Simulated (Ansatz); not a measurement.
## Sensitivity of the gradients in CdIn2O4 to the input

Cell: a Materials Project structure (computed, not necessarily an observed phase), taken as it stands.

Space group Fd-3m:1 (No. 227); a = 9.2220 Å.

```csv
site,Wyckoff,site symmetry,x,y,z
Cd,8a,-43m,0.7500,0.7500,0.2500
In,16d,.-3m,0.1250,0.3750,0.8750
O,32e,.3m,0.3617,0.3617,0.8617
```

One atom of each set is listed; the run and its k-mesh use a cell of 14 atoms with edges of 6.52, 6.52, 6.52 Å.

Reference run. Method: Kohn–Sham DFT in Ansatz, PBE, plane waves and PAW, scalar-relativistic, 420 eV cutoff, Γ-centred 5×5×5 k-points, Fermi–Dirac smearing 0.02 eV.

Problem. The input is changed as follows: `kpoints.mp_grid.grid`: [5, 5, 5] → [1, 1, 1]; `scf.max_iter`: not typed → 60. What happens to V_zz (10²¹ V/m²) and η?

Solution. 

| site | V_zz reference | η reference | V_zz changed | η changed |
| --- | --- | --- | --- | --- |
| In | -5.13 | 0.00 | -7.53 | 0.00 |
| O | 1.71 | 0.00 | 0.93 | 0.00 |

The largest change of V_zz is on In, from -5.13 to -7.53. In per cent, |V_zz| changes by +47 on In, -46 on O (all sites that start above 0.5). Sites without a gradient aren't listed. SCF iterations: 6 and 8. The changed input holds the Γ point alone as its k-mesh, so its numbers aren't properties of the crystal.

On the reference run: Without spin–orbit coupling (the program notes it for Cd and In) the gradients can shift somewhat, as the gap is small.
